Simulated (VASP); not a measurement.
# Si (P6/mmm) in VASP: notebook, part 2 of 2

VASP 6.6.1. The steps go on from the part before.

### 4 Relaxation of cell and atoms, vdW-DF-cx

INCAR reads:

```
SYSTEM = Si
AGGAC = 0.0
ALGO = Fast
EDIFF = 1E-6
EDIFFG = -0.01
ENCUT = 600
GGA = CX
IBRION = 2
ISIF = 3
ISMEAR = -1
LASPH = .True.
LCHARG = .False.
LREAL = .False.
LUSE_VDW = .True.
LWAVE = .False.
NELM = 60
NSW = 40
PREC = Accurate
SIGMA = 0.05
```

KPOINTS reads:

```
k-points
0
Gamma
  8 8 10
  0 0 0
```

POSCAR reads:

```
Si
1.0
    4.1209500000      0.0000000000      0.0000000000
   -2.0604700000      3.5688500000      0.0000000000
    0.0000000000      0.0000000000      2.6547900000
Si
2
Direct
    0.3333300000      0.6666700000      0.5000000000
    0.6666700000      0.3333300000      0.5000000000
```

Potentials or basis: VASP PAW PBE potentials, release 64 (Si).

Started as:

```
$ cat potpaw_PBE.64/Si/POTCAR > POTCAR
$ mpirun -np 1 vasp_std > vasp.out
```

OUTCAR:

```text
SYSTEM = Si
   EDIFF = 1E-6
   EDIFFG = -0.01
   ENCUT = 600
   GGA = CX
   IBRION = 2
   ISIF = 3
   ISMEAR = -1
   LASPH = .True.
   LREAL = .False.
   NELM = 60
   NSW = 40
   PREC = Accurate

 ion  position               nearest neighbor table
   1  0.333  0.667  0.500-   2 2.38   2 2.38   2 2.38
   2  0.667  0.333  0.500-   1 2.38   1 2.38   1 2.38

  LATTYP: Found a hexagonal cell.
 ALAT       =     4.1209500000
 C/A-ratio  =     0.6442179595

  Lattice vectors:

 A1 = (   4.1209500000,   0.0000000000,   0.0000000000)
 A2 = (  -2.0604700000,   3.5688500000,   0.0000000000)
 A3 = (   0.0000000000,   0.0000000000,   2.6547900000)

Analysis of symmetry for initial positions (statically):
=====================================================================
 Subroutine PRICEL returns:
 Original cell was already a primitive cell.

[... 257 lines left out ...]
  free energy    TOTEN  =        -7.97858194 eV

  energy without entropy =       -7.97246344  energy(sigma->0) =       -7.97552269

 E-fermi :   6.2453     XC(G=0):  -9.7024

 val. band max:        6.2091528114   @ k =   0.1250   0.1250   0.1000
 cond. band min:       6.3759008792   @ k =  -0.3750   0.2500   0.1000
 fundamental gap:      0.1667480678
 Fermi energy:         6.2453342551

 k-point     1 :       0.0000    0.0000    0.0000
  band No.  band energies     occupation
      1      -6.1085      2.00000
      2       3.3791      2.00000
      3       3.3792      2.00000
      4       3.5715      2.00000
      5       7.4856      0.00000
      6       7.4857      0.00000
      7      11.7097      0.00000
      8      12.7301      0.00000
[... 243 lines left out ...]
 k-point    24 :      -0.1250    0.1250    0.1000
  band No.  band energies     occupation
      1      -5.7521      2.00000
      2       1.7617      2.00000
      3       3.2976      2.00000
      4       5.2808      2.00000
      5       7.6301      0.00000
      6       8.2455      0.00000
      7      10.0385      0.00000
      8      13.3058      0.00000

 [... further k-points ...]
[... 5 lines left out ...]
  --------------------------------------------------------------------------------------
  -------------------------------------------------------------------------------------
  Total        0.0099639      0.0101094     -0.0082642      0.0001260      0.0000000      0.0000000
  in kB        0.4136070      0.4196459     -0.3430528      0.0052299      0.0000000      0.0000000
  external PRESSURE =       0.1634000 kB  Pullay stress =       0.0000000 kB
[... 21 lines left out ...]
  energy  without entropy=       -7.9724634430  energy(sigma->0) =       -7.97552269

Total vdW correction in eV:      1.0848549

 reached required accuracy - stopping structural energy minimisation
```

OSZICAR:

```text
N       E                     dE             d eps       ncg     rms          rms(c)
DAV:   1     0.125266356351E+02    0.12527E+02   -0.36995E+03  2024   0.908E+02
DAV:   2    -0.773204592310E+01   -0.20259E+02   -0.19599E+02  3016   0.874E+01
[... 19 lines left out ...]
   2 F= -.79782942E+01 E0= -.79752482E+01  d E =-.107632E-02
       N       E                     dE             d eps       ncg     rms          rms(c)
DAV:   1    -0.797874173500E+01   -0.44756E-03   -0.62021E-03  2624   0.455E-01    0.751E-02
RMM:   2    -0.797863631318E+01    0.10542E-03   -0.62491E-05  2016   0.663E-02    0.435E-02
RMM:   3    -0.797858170926E+01    0.54604E-04   -0.79084E-05  2016   0.583E-02    0.734E-03
RMM:   4    -0.797858194246E+01   -0.23320E-06   -0.62364E-06  2009   0.226E-02
   3 F= -.79785819E+01 E0= -.79755227E+01  d E =-.136406E-02
```

Run time: 4.8 min. Hardware: 1 thread of AMD EPYC, shared host; peak memory 0.37 GiB.

Results:

```yaml
Free_energy: -7.9786 eV
Relaxed_volume: 19.30 Å³/atom
Relaxed_cell: a = 4.107 Å, b = 4.107 Å, c = 2.643 Å, α = 90.00°, β = 90.00°, γ = 120.00°
Space_group_after_relaxing_to_0.05_Å: P6/mmm (No. 191)
Energy_gained_by_relaxing: 0.7 meV/atom
Ionic_steps: 3
Pressure_after_relaxing: 0.0 GPa
Band_gap_on_the_k_mesh: none (metal or under the smearing width)
```

Step by step:
```
step  energy change (eV)  largest force (eV/Å)  pressure (GPa)  volume (Å³)
   1              0.0000                0.0005           -0.95        39.04
   2             -0.0011                0.0004            0.46        38.40
   3             -0.0014                0.0001            0.02        38.60
```

Final structure:
```cif
data_structure
_symmetry_space_group_name_H-M 'P 1'
_symmetry_Int_Tables_number 1
_cell_length_a 4.1066
_cell_length_b 4.1066
_cell_length_c 2.6428
_cell_angle_alpha 90.000
_cell_angle_beta 90.000
_cell_angle_gamma 119.999
_cell_volume 38.60
loop_
_atom_site_label
_atom_site_type_symbol
_atom_site_fract_x
_atom_site_fract_y
_atom_site_fract_z
_atom_site_occupancy
Si1 Si 0.33333 0.66667 0.50000 1
Si2 Si 0.66667 0.33333 0.50000 1
```

Caveat: the PAW data sets were made with another functional, which shifts forces and pressure a little.

### 5 Relaxation of cell and atoms, optB86b-vdW

INCAR reads:

```
AGGAC = 0.0
ALGO = Normal
EDIFF = 1E-6
EDIFFG = -0.02
ENCUT = 600
GGA = MK
IBRION = 2
ISIF = 3
ISMEAR = -1
LASPH = True
LCHARG = False
LREAL = False
LUSE_VDW = True
LWAVE = False
NELM = 80
NSW = 40
PARAM1 = 0.1234
PARAM2 = 1.0
PREC = Accurate
SIGMA = 0.05
```

KPOINTS reads:

```
k-points
0
Gamma
  8 8 10
```

POSCAR is that of step 4.

Potentials or basis: VASP PAW PBE potentials, release 64 (Si).

Started as:

```
$ cat potpaw_PBE.64/Si/POTCAR > POTCAR
$ mpirun -np 1 vasp_std > vasp.out
```

OUTCAR:

```text
EDIFF = 1E-6
   EDIFFG = -0.02
   ENCUT = 600
   GGA = MK
   IBRION = 2
   ISIF = 3
   ISMEAR = -1
   LASPH = True
   LREAL = False
   NELM = 80
   NSW = 40
   PREC = Accurate

 ion  position               nearest neighbor table
   1  0.333  0.667  0.500-   2 2.38   2 2.38   2 2.38
   2  0.667  0.333  0.500-   1 2.38   1 2.38   1 2.38

  LATTYP: Found a hexagonal cell.
 ALAT       =     4.1209500000
 C/A-ratio  =     0.6442179595

  Lattice vectors:

 A1 = (   4.1209500000,   0.0000000000,   0.0000000000)
 A2 = (  -2.0604700000,   3.5688500000,   0.0000000000)
 A3 = (   0.0000000000,   0.0000000000,   2.6547900000)
[... 497 lines left out ...]
      8      13.2884      0.00000

 [... further k-points ...]
[... 5 lines left out ...]
  --------------------------------------------------------------------------------------
  -------------------------------------------------------------------------------------
  Total        0.0382104      0.0380521      0.0227273     -0.0001371      0.0000000      0.0000000
  in kB        1.5760983      1.5695668      0.9374545     -0.0056562      0.0000000      0.0000000
  external PRESSURE =       1.3610399 kB  Pullay stress =       0.0000000 kB

 VOLUME and BASIS-vectors are now :
 -----------------------------------------------------------------------------
  energy-cutoff  :      600.00
  volume of cell :       38.84
      direct lattice vectors                 reciprocal lattice vectors
     4.113671303  0.000050010  0.000000000     0.243090152  0.140343781  0.000000000
    -2.056787350  3.562571465  0.000000000    -0.000003412  0.280694153  0.000000000
     0.000000000  0.000000000  2.650409029     0.000000000  0.000000000  0.377300254

 POSITION                                       TOTAL-FORCE (eV/Angst)
 -----------------------------------------------------------------------------------
      0.00003      2.37506      1.32520        -0.000329      0.000190      0.000000
      2.05685      1.18756      1.32520         0.000329     -0.000190      0.000000
 -----------------------------------------------------------------------------------
    total drift:                               -0.000000      0.000000     -0.000000

  FREE ENERGIE OF THE ION-ELECTRON SYSTEM (eV)
  ---------------------------------------------------
  free  energy   TOTEN  =        -7.8175022100 eV

  energy  without entropy=       -7.8113598773  energy(sigma->0) =       -7.81443104

Total vdW correction in eV:      1.0974300

 reached required accuracy - stopping structural energy minimisation
```

Run time: 2.8 min. Hardware: 1 thread of AMD EPYC, shared host; peak memory 0.36 GiB.

What came out:

```
Free energy                            : -7.8175 eV
Relaxed volume                         : 19.42 Å³/atom
Relaxed cell                           : a = 4.114 Å, b = 4.114 Å, c = 2.650 Å, α = 90.00°, β = 90.00°, γ = 120.00°
Space group after relaxing (to 0.05 Å) : P6/mmm (No. 191)
Energy gained by relaxing              : 0.1 meV/atom
Ionic steps                            : 2
Pressure after relaxing                : 0.1 GPa
Band gap on the k mesh                 : none (metal or under the smearing width)
```

Step by step:
| step | energy change (eV) | largest force (eV/Å) | pressure (GPa) | volume (Å³) |
| --- | --- | --- | --- | --- |
| 1 | 0.0000 | 0.0005 | -0.29 | 39.04 |
| 2 | -0.0001 | 0.0004 | 0.14 | 38.84 |

Final structure:
```
Si
1.0
     4.11367    0.00005    0.00000
    -2.05679    3.56257    0.00000
     0.00000    0.00000    2.65041
Si
2
Direct
  0.33333 0.66667 0.50000
  0.66667 0.33333 0.50000
```

Caveat: the PAW data sets were made with another functional, which shifts forces and pressure a little.

### 6 The runs side by side

| level | gap on the mesh (eV) | pressure (GPa) | relaxed volume (Å³/atom) |
| --- | --- | --- | --- |
| rev-vdW-DF2 | none | 0.1 | 19.44 |
| vdW-DF2 | none | -0.1 | 21.00 |
| vdW-DF-cx | none | 0.0 | 19.30 |
| optB86b-vdW | none | 0.1 | 19.42 |

Alike in all rows: task relaxation of cell and atoms; potentials or basis VASP PAW PBE potentials, release 64 (Si); no spin polarisation; cell relaxed; k mesh 8 × 8 × 10; cutoff (eV) 600; smearing fermi-dirac 0.05 eV.

Caveats: the PAW data sets were made with another functional, which shifts forces and pressure a little.

Total energies depend on the potentials used, so only differences within one code and one set of settings carry meaning.
